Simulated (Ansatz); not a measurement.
**Carriers in CsI (Pm-3m)**

```
CELL_PARAMETERS angstrom
4.40171 0.00000 0.00000
0.00000 4.40171 0.00000
0.00000 0.00000 4.40171
ATOMIC_POSITIONS crystal
Cs 0.00000 0.00000 0.00000
I 0.50000 0.50000 0.50000
```

Unless marked otherwise, the numbers come from LDA, all-electron LAPW in Ansatz 0.2.0, scalar-relativistic. k mesh 6×6×6, fixed occupations, basis error target 1 meV/atom. The cell was relaxed by PAW under this functional, which moved its volume by -10 % from the database entry's.

Extrema are searched on a 10×10×10 mesh and refined by Newton steps; masses come from band slopes 0.005 Å⁻¹ away, 1/m* = (1/ħ²) d²E/dk², negative for holes (the finite step makes the lightest masses up to about 3 % heavy). k is in units of the reciprocal vectors.

(1) Where are the band edges, and is the gap direct?

(2) Several bands lie at or near the electron edge, or its surface isn't an ellipsoid. What are the masses by direction?

(3) What are the hole masses at the edge?

(4) Along the Cartesian direction 100 the conduction slope is 0.03216 eV·Å one step out. What is it four steps out, and what does that say?

(5) What electronic dielectric constant and refractive index follow from the same bands (independent particles)?

(6) What gap does PAW give in the same cell?

(7) Cells strained by ±0.5 % (all lengths, zz alone, equal engineering shears γ in yz, zx, xy; ions relaxed) give deformation potentials. How do the edge levels move, in eV per unit strain against the centre of the top valence set?

Answers

(1) The valence maximum lies at M (0.000, -0.500, -0.500) and the conduction minimum at Gamma (0.000, 0.000, 0.000), so the Kohn-Sham gap of 3.804 eV is indirect; the least direct gap on the mesh is 3.861 eV. A further conduction extremum at M (0.000, -0.500, -0.500) lies 0.186 eV from the edge (3 equivalent points). A further valence extremum at Gamma (0.000, 0.000, 0.000) lies 0.057 eV from the edge (1 equivalent point).

(2) 

```
direction  branch from the edge  its level at the point (eV from the edge)  m*/mₑ
      100                     1                                      0.000   1.18
      100                     2                                      0.000  0.287
      100                     3                                      0.135  0.248
      110                     1                                      0.000  0.665
      110                     2                                      0.000  0.354
      110                     3                                      0.135  0.248
      111                     1                                      0.000  0.462
      111                     2                                      0.000  0.462
      111                     3                                      0.135  0.248
     11-2                     1                                      0.000  0.665
     11-2                     2                                      0.000  0.354
     11-2                     3                                      0.135  0.248
```

(3) The principal masses are 0.324, 2.24, 2.24 mₑ. One valley has a density-of-states mass (m₁m₂m₃)^(1/3) = 1.17; 3 valleys give N^(2/3) times that, 2.44; the direction-averaged conductivity mass 3/Σ(1/mᵢ) is 0.753 mₑ.

(4) 0.1286 eV·Å, 3.999 times the first; a parabola would give 4, so the band is nearly parabolic here.

(5) ε∞ = (4.21, 4.21, 4.21), so n ≈ √ε∞ = 2.05 (mean over directions) well under the gap and the normal reflectivity is ((n − 1)/(n + 1))² = 0.119. Local fields, left out here, lower ε∞ by several per cent.

(6) 3.805 eV, 1 meV from the LAPW value.

(7) 

```tsv
point	k	side	bands	level (eV)	d/dlnV	d/dε_zz	d/dγ	split/ε_zz	split/γ
Gamma	0.00 0.00 0.00	valence	3	-0.057	-0.38	-2.01	0.00*	4.95	0.81
M	0.00 0.50 0.50	valence	1	0.000	0.00	0.00	0.00	–	–
M	0.00 0.50 0.50	conduction	1	3.990	0.25	-1.81	0.00	–	–
M	0.50 0.50 0.00	valence	1	0.000	0.00	-4.89	0.00	–	–
M	0.50 0.50 0.00	conduction	1	3.990	0.25	-0.52	0.00	–	–
R	-0.50 -0.50 -0.50	valence	3	-1.635	2.91	1.28	0.00	1.91	0.49
X	0.00 -0.50 0.00	valence	2	-0.313	0.67	-1.64	0.00*	6.95	4.07
X	0.00 -0.50 0.00	conduction	1	4.934	0.78	-0.03	0.00*	–	–
X	0.00 0.00 -0.50	valence	2	-0.313	0.67	0.40	0.00*	0.00	4.07
X	0.00 0.00 -0.50	conduction	1	4.934	0.78	-2.49	0.00*	–	–
```

Sets with another level within 0.15 eV are left out, since it mixes in under strain; the reference set stays in any case. Entries marked * vanish by symmetry to first order; what they show is the residue of the finite step. These cells use a basis error target of 0.5 meV/atom.

Known limits: no spin-orbit coupling on heavy atoms; semilocal gaps are low, and what follows the gap (onsets, screening, light masses) shifts with it; without spin-orbit coupling, bands that meet at the valence top are not the light and heavy holes of experiment; other valleys lie close above the edge, and their spacing can be off by tenths of an eV; the frozen-core PAW files of the compared runs were fitted under PBE, their cores solved anew for this functional.
